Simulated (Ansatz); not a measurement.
**Lu: strong compression**

One table from this session's results is given with a row withheld; the runs are named, their logs left out.

Computed with Ansatz 0.2.0 (DFT, PBE, PAW with Ansatz's default frozen-core files, scalar-relativistic, unless a step's input says otherwise).

1 further run of the same task is left out (it didn't finish).

**The structure to begin with**

The structure is cubic, space group Pm-3m (No. 221). The conventional cell has a = 3.158 Å, b = 3.158 Å, c = 3.158 Å, α = 90.00°, β = 90.00°, γ = 90.00°. Lu (site symmetry m-3m) is surrounded by 6 Lu at 3.16 Å.

Coordinates:

```
Lu
1.0
     3.15834    0.00000    0.00000
     0.00000    3.15834    0.00000
     0.00000    0.00000    3.15834
Lu
1
Direct
  0.00000 0.00000 0.00000
```

Whether this phase is the stable one at these pressures isn't tested.

Set-up of the first run:

The input, input.yaml:

```yaml
crystal:
  lattice:
    - [3.1583361962, 0.0, 0.0]
    - [0.0, 3.1583361962, 0.0]
    - [0.0, 0.0, 3.1583361962]
  atoms:
    - { symbol: Lu, position: [0.0, 0.0, 0.0] }
kpoints:
  mp_grid: { grid: [12, 12, 12] }
scf:
  occupations: { method: fermi_dirac, width: 0.1 }
hamiltonian:
  xc: pbe
  pseudopotentials: { kind: paw }
output:
  forces: true
  stress: true
relax:
  f_tol: 0.005
  max_steps: 40
  cell: {}
```

Started as:

```sh
$ ansatz run input.yaml --threads 1 --pin off --max-ram 2048MiB --backend cpu --events-out ev --progress --plain --runs-dir out
```

Steps of the session up to this table: Cell relaxed at zero pressure, PAW; Volume scaled by 1, PAW; Volume scaled by 0.95, PAW; Volume scaled by 0.85, PAW; Volume scaled by 0.75, PAW; Volume scaled by 0.65, PAW; Volume scaled by 0.55, PAW; Volume scaled by 0.45, PAW; Volume scaled by 0.4, PAW; Volume scaled by 0.4, PAW (partial_waves polarizable).

One of the session's tables, all rows but one given; the rest of the session is left out.

 The rows PAW, 0.4 and PAW (partial_waves polarizable), 0.4 agree to the last digit and may rest on the same set-up.

| method | volume over the first | volume (Å³/atom) | pressure (GPa) |
| --- | --- | --- | --- |
| PAW | 1 | 32.986 | 0.02 |
| PAW | 0.95 | 31.337 | 1.62 |
| PAW | 0.85 | ? | ? |
| PAW | 0.75 | 24.740 | 12.94 |
| PAW | 0.65 | 21.441 | 24.63 |
| PAW | 0.55 | 18.142 | 47.96 |
| PAW | 0.45 | 14.844 | 98.03 |
| PAW | 0.4 | 13.194 | 146.78 |
| PAW (partial_waves polarizable) | 0.4 | 13.194 | 146.78 |

Estimate the missing values for PAW, 0.85.

As computed: volume (Å³/atom): 28.038; pressure (GPa): 6.07. In the column «volume (Å³/atom)» it lies between PAW, 0.75 (24.740) and PAW, 0.95 (31.337).
